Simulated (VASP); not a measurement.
# CuO (Tenorite) (Cc) in VASP: a series of runs

The runs below take CuO (Tenorite) through equation of state, with PBEsol, PBE.

Everything below comes from runs of VASP 6.6.1. Logs are shortened: lines on timing, memory, paths and dates and some standing lists are left out, and cuts for length are marked.

## 1. Starting point

It takes space group Cc (No. 9, monoclinic). Conventional cell: a = 4.689 Å, b = 3.427 Å, c = 5.132 Å, α = 90.00°, β = 99.65°, γ = 90.00°. Cu (site symmetry 1) has 4 O at 1.91 to 2.02 Å as nearest neighbours. O (site symmetry 1) has 4 Cu at 1.91 to 2.02 Å as nearest neighbours.

## 2. Equation of state, PBEsol, 9.55 Å³/atom (volume scaled by 0.94)

File INCAR:

```
SYSTEM = CuO
ALGO     = Normal         ! electronic algorithm
EDIFF    = 1E-7           ! SCF threshold, eV
ENCUT    = 520            ! plane-wave cutoff, eV
GGA      = PS             ! functional
ISIF     = 2              ! what is computed and relaxed
ISMEAR   = -1             ! smearing method
LASPH    = .TRUE.         ! aspherical terms in the spheres
LCHARG   = .FALSE.        ! write CHGCAR
LREAL    = .FALSE.        ! projectors in reciprocal space
LWAVE    = .FALSE.        ! write WAVECAR
NBANDS   = 25             ! bands
NELM     = 100            ! most SCF steps
PREC     = Accurate       ! precision mode
SIGMA    = 0.05           ! smearing width, eV
```

File KPOINTS:

```
k-points
0
G
  10 10 5
  0 0 0
```

File POSCAR:

```
CuO
1.0
    2.2967865698     -1.6784228387      0.0000000000
    2.2967865698      1.6784228387      0.0000000000
   -0.8429870921      0.0000000000      4.9561536082
Cu O
2 2
Direct
    0.4968000000      0.0032000000      0.5000000000
    0.0032000000      0.4968000000      0.0000000000
    0.4056000000      0.5714000000      0.7537000000
    0.5714000000      0.4056000000      0.2537000000
```

Potentials or basis: VASP PAW PBE potentials, release 64 (Cu, O).

Command:

```bash
$ cat potpaw_PBE.64/Cu/POTCAR potpaw_PBE.64/O/POTCAR > POTCAR
$ mpirun -np 1 vasp_std > vasp.out
```

OUTCAR:

```text
SYSTEM = CuO
   EDIFF = 1E-7
   ENCUT = 520
   GGA = PS
   ISIF = 2
   ISMEAR = -1
   LASPH = .TRUE.
   LREAL = .FALSE.
   NELM = 100
   PREC = Accurate

 Found    141 irreducible k-points:

 Following reciprocal coordinates:
            Coordinates               Weight
  0.000000  0.000000  0.000000      1.000000
  0.100000 -0.000000  0.000000      4.000000
  0.200000 -0.000000  0.000000      4.000000
  0.300000 -0.000000  0.000000      4.000000
  0.400000 -0.000000  0.000000      4.000000
  0.500000 -0.000000  0.000000      2.000000
   k-points           NKPTS =    141   k-points in BZ     NKDIM =    141   number of bands    NBANDS=     25
   number of dos      NEDOS =    301   number of ions     NIONS =      4
   total plane-waves  NPLWV =  23040
   dimension x,y,z NGX =    24 NGY =   24 NGZ =   40
   dimension x,y,z NGXF=    48 NGYF=   48 NGZF=   80
   ions per type =               2   2
   NGX,Y,Z   is equivalent  to a cutoff of  14.03, 14.03, 13.23 a.u.
   NGXF,Y,Z  is equivalent  to a cutoff of  28.05, 28.05, 26.45 a.u.
 SYSTEM =  CuO
   PREC   = accura    normal or accurate (medium, high low for compatibility)
   ISTART =      0    job   : 0-new  1-cont  2-samecut
   ICHARG =      2    charge: 1-file 2-atom 10-const
   ISPIN  =      1    spin polarized calculation?
   LNONCOLLINEAR =      F non collinear calculations
   LSORBIT =      F    spin-orbit coupling
   LASPH  =      T    aspherical Exc in radial PAW
   ENCUT  =  520.0 eV  38.22 Ry    6.18 a.u.   5.29  5.29  9.35*2*pi/ulx,y,z
   NELM   =    100;   NELMIN=  2; NELMDL= -5     # of ELM steps
   EDIFF  = 0.1E-06   stopping-criterion for ELM
   LREAL  =      F    real-space projection
   EDIFFG = 0.1E-05   stopping-criterion for IOM
   NSW    =      0    number of steps for IOM
   IBRION =     -1    ionic relax: 0-MD 1-quasi-New 2-CG
   NFREE  =      0    steps in history (QN), initial steepest desc. (CG)
   ISIF   =      2    stress and relaxation
   ISYM   =      2    0-nonsym 1-usesym 2-fastsym
   POTIM  = 0.5000    time-step for ionic-motion
   TEBEG  =    0.0;   TEEND  =   0.0 temperature during run
   PSTRESS=    0.0 pullay stress
   NELECT =      34.0000    total number of electrons
   NUPDOWN=      -1.0000    fix difference up-down
   EMIN   =  10.00;   EMAX   =-10.00  energy-range for DOS
   EFERMI =   0.00;   METHOD = LEGACY
   ISMEAR =    -1;   SIGMA  =   0.05  broadening in eV -4-tet -1-fermi 0-gaus
   EFERMI_NEDOS =   21; number of points for ismear=-14 and -15
   IALGO  =     38    algorithm
   IMIX   =      4    mixing-type and parameters
     AMIX     =   0.40;   BMIX     =  1.00
     AMIX_MAG =   1.60;   BMIX_MAG =  1.00
  volume/ion in A,a.u.               =       9.55        64.47
  Fermi-wavevector in a.u.,A,eV,Ry     =   1.574595  2.975553 33.733598  2.479350
  Thomas-Fermi vector in A             =   2.675706
   LORBIT       =      0    0 simple, 1 ext, 2 COOP (PROOUT), +10 PAW based schemes
   GGA     = PS    functional components
   LHFCALC =     F    Hartree Fock is set to
   AEXX    =    0.0000 exact exchange contribution
   IVDW    =     0    specifies the selected vdW correction
   LEPSILON=     F    determine dielectric tensor
   LRPA    =     F    only Hartree local field effects (RPA)
 non-spin polarized calculation
  energy-cutoff  :      520.00
  volume of cell :       38.21
 maximum number of plane-waves:      1045
 NGX is ok and might be reduce to    24
   NGX = 11   NGY = 11   NGZ = 19

 number of electron      34.0000012 magnetization

 Free energy of the ion-electron system (eV)
  ---------------------------------------------------
  ext. energy  EPLUGINS =         0.00000000
  ---------------------------------------------------
  free energy    TOTEN  =       -21.24178777 eV

  energy without entropy =      -21.22352933  energy(sigma->0) =      -21.23265855

 E-fermi :   6.3821     XC(G=0): -12.5260

 val. band max:        6.3726782101   @ k =   0.5000   0.1000   0.2000
 cond. band min:       6.3891606550   @ k =  -0.1000   0.0000   0.4000
 fundamental gap:      0.0164824448
 Fermi energy:         6.3821049754

 k-point     1 :       0.0000    0.0000    0.0000
  band No.  band energies     occupation
      1     -14.0720      2.00000
      2     -12.5446      2.00000
      3      -2.4495      2.00000
      4       0.3443      2.00000
      5       0.7260      2.00000
      6       2.6660      2.00000
[... 17 lines left out ...]
     24      22.8496      0.00000
     25      23.2905      0.00000

 k-point     2 :       0.1000   -0.0000    0.0000
  band No.  band energies     occupation
      1     -13.9946      2.00000
      2     -12.5210      2.00000
      3      -2.3321      2.00000
      4       0.3231      2.00000
      5       0.6953      2.00000
      6       1.8759      2.00000
[... 17 lines left out ...]
     24      22.5209      0.00000
     25      23.6678      0.00000

 k-point     3 :       0.2000   -0.0000    0.0000
  band No.  band energies     occupation
      1     -13.7837      2.00000
      2     -12.4581      2.00000
      3      -2.0174      2.00000
      4       0.2412      2.00000
      5       0.5505      2.00000
      6       0.8194      2.00000
[... 17 lines left out ...]
     24      21.6272      0.00000
     25      23.2062      0.00000

 k-point     4 :       0.3000   -0.0000    0.0000
  band No.  band energies     occupation
      1     -13.5034      2.00000
      2     -12.3787      2.00000
      3      -1.6198      2.00000
      4      -0.4374      2.00000
      5       0.1522      2.00000
      6       0.7032      2.00000
[... 17 lines left out ...]
     24      20.5169      0.00000
     25      22.7797      0.00000

 k-point     5 :       0.4000   -0.0000    0.0000
  band No.  band energies     occupation
      1     -13.2573      2.00000
      2     -12.3145      2.00000
      3      -1.3344      2.00000
      4      -1.1721      2.00000
      5       0.1053      2.00000
      6       0.7089      2.00000
[... 17 lines left out ...]
     24      19.6702      0.00000
     25      22.4106      0.00000

 k-point     6 :       0.5000   -0.0000    0.0000
  band No.  band energies     occupation
      1     -13.1576      2.00000
      2     -12.2901      2.00000
      3      -1.5059      2.00000
      4      -1.1643      2.00000
      5       0.1046      2.00000
      6       0.7094      2.00000
[... 17 lines left out ...]
     24      19.3853      0.00000
     25      22.2561      0.00000

 [... further k-points ...]

------------------------ aborting loop because EDIFF is reached ----------------------------------------

  FORCE on cell =-STRESS in cart. coord.  units (eV):
  Direction    XX          YY          ZZ          XY          YZ          ZX
  --------------------------------------------------------------------------------------
  -------------------------------------------------------------------------------------
  Total        2.5541743      2.2698052      2.6780715      0.0000000      0.0000000     -0.7254235
  in kB      107.0938032     95.1705116    112.2886788      0.0000000      0.0000000    -30.4162312
  external PRESSURE =     104.8509979 kB  Pullay stress =       0.0000000 kB

 VOLUME and BASIS-vectors are now :
 -----------------------------------------------------------------------------
  energy-cutoff  :      520.00
  volume of cell :       38.21
      direct lattice vectors                 reciprocal lattice vectors
     2.296786570 -1.678422839  0.000000000     0.217695456 -0.297898711  0.037027597
     2.296786570  1.678422839  0.000000000     0.217695456  0.297898711  0.037027597
    -0.842987092  0.000000000  4.956153608     0.000000000  0.000000000  0.201769372

 POSITION                                       TOTAL-FORCE (eV/Angst)
 -----------------------------------------------------------------------------------
      0.72690     -0.82847      2.47808        -0.772834     -0.447512      0.307231
      1.14839      0.82847      0.00000        -0.772834      0.447512      0.307231
      1.60860      0.27828      3.73545         0.772834     -0.161511     -0.307231
      2.03009     -0.27828      1.25738         0.772834      0.161511     -0.307231
 -----------------------------------------------------------------------------------
    total drift:                                0.000209      0.000000      0.000567

  FREE ENERGIE OF THE ION-ELECTRON SYSTEM (eV)
  ---------------------------------------------------
  free  energy   TOTEN  =       -21.2417877723 eV

  energy  without entropy=      -21.2235293326  energy(sigma->0) =      -21.23265855
```

Run time: 65 s. Hardware: 1 thread of Intel Xeon 6975P-C (Granite Rapids), shared host; peak memory 0.23 GiB.

What came out:

```yaml
Free_energy: -21.2418 eV
Pressure: 10.5 GPa
Largest_force: 0.944 eV/Å
Band_gap_on_the_k_mesh: none (metal or under the smearing width)
```

Caveat: the PAW data sets were made with another functional, which shifts forces and pressure a little; the run has no spin polarisation, though such a crystal can be magnetic; semilocal functionals often make such compounds metallic where correlation or magnetic order opens a gap, which also shifts bond lengths.

## 3. Equation of state, PBEsol, 9.76 Å³/atom (volume scaled by 0.96)

INCAR is that of step 2.

KPOINTS is that of step 2.

File POSCAR:

```
CuO
1.0
    2.3129616560     -1.6902431073      0.0000000000
    2.3129616560      1.6902431073      0.0000000000
   -0.8489238166      0.0000000000      4.9910572484
Cu O
2 2
Direct
    0.4968000000      0.0032000000      0.5000000000
    0.0032000000      0.4968000000      0.0000000000
    0.4056000000      0.5714000000      0.7537000000
    0.5714000000      0.4056000000      0.2537000000
```

Potentials or basis: VASP PAW PBE potentials, release 64 (Cu, O).

Command:

```bash
$ cat potpaw_PBE.64/Cu/POTCAR potpaw_PBE.64/O/POTCAR > POTCAR
$ mpirun -np 1 vasp_std > vasp.out
```

Run time: 55 s. Hardware: 1 thread of Intel Xeon 6975P-C (Granite Rapids), shared host; peak memory 0.23 GiB.

Results (log left out):

- Free energy: -21.2843 eV
- Pressure: 5.8 GPa
- Largest force: 0.872 eV/Å
- Band gap on the k mesh: none (metal or under the smearing width)

Caveat: the PAW data sets were made with another functional, which shifts forces and pressure a little; the run has no spin polarisation, though such a crystal can be magnetic; semilocal functionals often make such compounds metallic where correlation or magnetic order opens a gap, which also shifts bond lengths.

## 4. Equation of state, PBEsol, 9.96 Å³/atom (volume scaled by 0.98)

INCAR is that of step 3.

KPOINTS is that of step 3.

File POSCAR:

```
CuO
1.0
    2.3289136198     -1.7019003246      0.0000000000
    2.3289136198      1.7019003246      0.0000000000
   -0.8547786486      0.0000000000      5.0254794206
Cu O
2 2
Direct
    0.4968000000      0.0032000000      0.5000000000
    0.0032000000      0.4968000000      0.0000000000
    0.4056000000      0.5714000000      0.7537000000
    0.5714000000      0.4056000000      0.2537000000
```

Command:

```bash
$ cat potpaw_PBE.64/Cu/POTCAR potpaw_PBE.64/O/POTCAR > POTCAR
$ mpirun -np 1 vasp_std > vasp.out
```

Wall time 55 s (1 thread of Intel Xeon 6975P-C (Granite Rapids), shared host); peak memory 0.24 GiB.

Results (log left out):

- Free energy: -21.3043 eV
- Pressure: 1.7 GPa
- Largest force: 0.804 eV/Å
- Band gap on the k mesh: none (metal or under the smearing width)

Caveat: the PAW data sets were made with another functional, which shifts forces and pressure a little; the run has no spin polarisation, though such a crystal can be magnetic; semilocal functionals often make such compounds metallic where correlation or magnetic order opens a gap, which also shifts bond lengths.

## 5. Equation of state, PBEsol, 10.37 Å³/atom (volume scaled by 1.02)

INCAR is that of step 4.

KPOINTS is that of step 4.

File POSCAR:

```
CuO
1.0
    2.3601779360     -1.7247473506      0.0000000000
    2.3601779360      1.7247473506      0.0000000000
   -0.8662535568      0.0000000000      5.0929435705
Cu O
2 2
Direct
    0.4968000000      0.0032000000      0.5000000000
    0.0032000000      0.4968000000      0.0000000000
    0.4056000000      0.5714000000      0.7537000000
    0.5714000000      0.4056000000      0.2537000000
```

Command:

```bash
$ cat potpaw_PBE.64/Cu/POTCAR potpaw_PBE.64/O/POTCAR > POTCAR
$ mpirun -np 1 vasp_std > vasp.out
```

Wall time 59 s (1 thread of Intel Xeon 6975P-C (Granite Rapids), shared host); peak memory 0.24 GiB.

It converged, with:

* Free energy: -21.2867 eV
* Pressure: -5.4 GPa
* Largest force: 0.744 eV/Å
* Band gap on the k mesh: none (metal or under the smearing width)

Caveat: the PAW data sets were made with another functional, which shifts forces and pressure a little; the run has no spin polarisation, though such a crystal can be magnetic; semilocal functionals often make such compounds metallic where correlation or magnetic order opens a gap, which also shifts bond lengths.

## 6. Equation of state, PBEsol, 10.57 Å³/atom (volume scaled by 1.04)

INCAR is that of step 5.

KPOINTS is that of step 5.

File POSCAR:

```
CuO
1.0
    2.3755041962     -1.7359473225      0.0000000000
    2.3755041962      1.7359473225      0.0000000000
   -0.8718787375      0.0000000000      5.1260155593
Cu O
2 2
Direct
    0.4968000000      0.0032000000      0.5000000000
    0.0032000000      0.4968000000      0.0000000000
    0.4056000000      0.5714000000      0.7537000000
    0.5714000000      0.4056000000      0.2537000000
```

Potentials or basis: VASP PAW PBE potentials, release 64 (Cu, O).

Command:

```bash
$ cat potpaw_PBE.64/Cu/POTCAR potpaw_PBE.64/O/POTCAR > POTCAR
$ mpirun -np 1 vasp_std > vasp.out
```

Wall time 61 s (1 thread of Intel Xeon 6975P-C (Granite Rapids), shared host); peak memory 0.24 GiB.

It converged, with:

- Free energy: -21.2531 eV
- Pressure: -8.3 GPa
- Largest force: 0.739 eV/Å
- Band gap on the k mesh: none (metal or under the smearing width)

Caveat: the PAW data sets were made with another functional, which shifts forces and pressure a little; the run has no spin polarisation, though such a crystal can be magnetic; semilocal functionals often make such compounds metallic where correlation or magnetic order opens a gap, which also shifts bond lengths.

## 7. Equation of state, PBEsol, 10.77 Å³/atom (volume scaled by 1.06)

INCAR is that of step 6.

KPOINTS is that of step 6.

File POSCAR:

```
CuO
1.0
    2.3906352041     -1.7470046099      0.0000000000
    2.3906352041      1.7470046099      0.0000000000
   -0.8774322550      0.0000000000      5.1586662202
Cu O
2 2
Direct
    0.4968000000      0.0032000000      0.5000000000
    0.0032000000      0.4968000000      0.0000000000
    0.4056000000      0.5714000000      0.7537000000
    0.5714000000      0.4056000000      0.2537000000
```

Command:

```bash
$ cat potpaw_PBE.64/Cu/POTCAR potpaw_PBE.64/O/POTCAR > POTCAR
$ mpirun -np 1 vasp_std > vasp.out
```

Run time: 59 s. Hardware: 1 thread of Intel Xeon 6975P-C (Granite Rapids), shared host; peak memory 0.25 GiB.

The run converged. Its results:

* Free energy: -21.2054 eV
* Pressure: -10.9 GPa
* Largest force: 0.739 eV/Å
* Band gap on the k mesh: none (metal or under the smearing width)

Caveat: the PAW data sets were made with another functional, which shifts forces and pressure a little; the run has no spin polarisation, though such a crystal can be magnetic; semilocal functionals often make such compounds metallic where correlation or magnetic order opens a gap, which also shifts bond lengths.

## 8. Equation of state, PBEsol

Potentials or basis: VASP PAW PBE potentials, release 64 (Cu, O).

This step only gathers the single runs of the series.

Results:

| Quantity | Value |
| --- | --- |
| Equilibrium volume | 10.06 Å³/atom |
| Bulk modulus at fixed shape and positions | 184 GPa |
| Pressure derivative of the bulk modulus | 4.7 |

Energy against volume, from the lowest point:
| volume (Å³/atom) | energy (meV/atom) |
| --- | --- |
| 9.553 | 15.64 |
| 9.756 | 5.03 |
| 9.959 | 0.01 |
| 10.163 | 0.00 |
| 10.366 | 4.42 |
| 10.569 | 12.82 |
| 10.772 | 24.74 |

Caveat: the cell was scaled at fixed shape and fractional positions, which overstates the stiffness of a crystal with free parameters, most of all of layers and chains; the PAW data sets were made with another functional, which shifts forces and pressure a little; the run has no spin polarisation, though such a crystal can be magnetic.

## 9. Equation of state, PBE, 9.55 Å³/atom (volume scaled by 0.94)

File INCAR:

```
SYSTEM = CuO
PREC = Accurate
ENCUT = 520
EDIFF = 1E-7
ISMEAR = -1
SIGMA = 0.05
LREAL = .FALSE.
LASPH = .TRUE.
NELM = 80
ALGO = Normal
ISIF = 2
LWAVE = .FALSE.
LCHARG = .FALSE.
GGA = PE
NBANDS = 25
```

File KPOINTS:

```
Automatic mesh
0
G
  10 10 5
  0 0 0
```

File POSCAR:

```
CuO
1.0
    2.2967865698     -1.6784228387      0.0000000000
    2.2967865698      1.6784228387      0.0000000000
   -0.8429870921      0.0000000000      4.9561536082
Cu O
2 2
Direct
    0.4968000000      0.0032000000      0.5000000000
    0.0032000000      0.4968000000      0.0000000000
    0.4056000000      0.5714000000      0.7537000000
    0.5714000000      0.4056000000      0.2537000000
```

Potentials or basis: VASP PAW PBE potentials, release 64 (Cu, O).

Command:

```bash
$ cat potpaw_PBE.64/Cu/POTCAR potpaw_PBE.64/O/POTCAR > POTCAR
$ mpirun -np 1 vasp_std > vasp.out
```

Run time: 2.5 min. Hardware: 1 thread of Intel Xeon Platinum 8488C (Sapphire Rapids), shared host; peak memory 0.23 GiB.

The run converged. Its results:

| Item | Value |
| --- | --- |
| Free energy | -19.2909 eV |
| Pressure | 19.9 GPa |
| Largest force | 0.995 eV/Å |
| Band gap on the k mesh | none (metal or under the smearing width) |

Caveat: the run has no spin polarisation, though such a crystal can be magnetic; semilocal functionals often make such compounds metallic where correlation or magnetic order opens a gap, which also shifts bond lengths.

## 10. Equation of state, PBE, 9.76 Å³/atom (volume scaled by 0.96)

File INCAR:

```
PREC = Accurate
ENCUT = 520
EDIFF = 1E-7
ISMEAR = -1
SIGMA = 0.05
LREAL = False
LASPH = True
NELM = 100
ALGO = Normal
ISIF = 2
LWAVE = False
LCHARG = False
GGA = PE
NBANDS = 25
```

File KPOINTS:

```
regular mesh
0
Gamma
  10 10 5
```

File POSCAR:

```
CuO
1.0
    2.3129616560     -1.6902431073      0.0000000000
    2.3129616560      1.6902431073      0.0000000000
   -0.8489238166      0.0000000000      4.9910572484
Cu O
2 2
Direct
    0.4968000000      0.0032000000      0.5000000000
    0.0032000000      0.4968000000      0.0000000000
    0.4056000000      0.5714000000      0.7537000000
    0.5714000000      0.4056000000      0.2537000000
```

Command:

```bash
$ cat potpaw_PBE.64/Cu/POTCAR potpaw_PBE.64/O/POTCAR > POTCAR
$ mpirun -np 1 vasp_std > vasp.out
```

Run time: 2 min. Hardware: 1 thread of Intel Xeon Platinum 8488C (Sapphire Rapids), shared host; peak memory 0.24 GiB.

The run converged. Its results:

- Free energy: -19.3800 eV
- Pressure: 14.9 GPa
- Largest force: 0.921 eV/Å
- Band gap on the k mesh: none (metal or under the smearing width)

Caveat: the run has no spin polarisation, though such a crystal can be magnetic; semilocal functionals often make such compounds metallic where correlation or magnetic order opens a gap, which also shifts bond lengths.

(Continued in part 2 of 2.)
